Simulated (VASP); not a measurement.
Write the native input for VASP 6.6.1 that does the following.

- Task: relaxation of cell and atoms
- Functional: PBE
- Potentials or basis: VASP PAW PBE potentials, release 64 (Br)
- Cutoff: 600 eV
- k mesh: 6 × 6 × 4
- Occupations: gaussian, width 0.02 eV
- Spin: no spin polarisation
- Ladder: gaps
- Further INCAR settings: ALGO = Fast; EDIFF = 1e-06; IBRION = 2; EDIFFG = -0.01; NSW = 40; ISIF = 3

The structure of Br lies in POSCAR:

```
Br
1.0
    3.3632500000     -2.3225500000      0.0000000000
    3.3632500000      2.3225500000      0.0000000000
    0.0000000000      0.0000000000      8.7023000000
Br
4
Direct
    0.3651000000      0.6349000000      0.3901000000
    0.1349000000      0.8651000000      0.8901000000
    0.6349000000      0.3651000000      0.6099000000
    0.8651000000      0.1349000000      0.1099000000
```

One way to write it, as run:

INCAR

```
  ALGO = Fast
  EDIFF = 1E-6
  EDIFFG = -0.01
  ENCUT = 600
  GGA = PE
  IBRION = 2
  ISIF = 3
  ISMEAR = 0
  KPAR = 2
  LASPH = True
  LCHARG = False
  LREAL = False
  LWAVE = False
  NELM = 80
  NSW = 40
  PREC = Accurate
  SIGMA = 0.02
```

KPOINTS

```
k-points
0
Gamma
  6 6 4
```

Potentials or basis: VASP PAW PBE potentials, release 64 (Br).

The run is started by

```console
$ cat potpaw_PBE.64/Br/POTCAR > POTCAR
$ mpirun -np 2 vasp_std > vasp.out
```

Results of the run:

```
Relaxed volume                         : 39.20 Å³/atom
Relaxed cell                           : a = 4.727 Å, b = 4.727 Å, c = 8.708 Å, α = 90.00°, β = 90.00°, γ = 53.69°
Space group after relaxing (to 0.05 Å) : Cmce (No. 64)
Energy gained by relaxing              : 48.6 meV/atom
Ionic steps                            : 13
Pressure after relaxing                : 0.0 GPa
Largest force after relaxing           : 0.007 eV/Å
Band gap on the k mesh                 : 1.37 eV, direct
```

Caveat: the volume moved by over 15 % at a fixed basis, so the end points are rough; the volume moved by +15 % from the deposited cell, more than functionals usually miss.

Run time: 4.1 min on 2 MPI ranks on Intel(R) Xeon(R) 6975P-C (Granite Rapids), on a shared host, peak memory 0.33 GiB a rank.
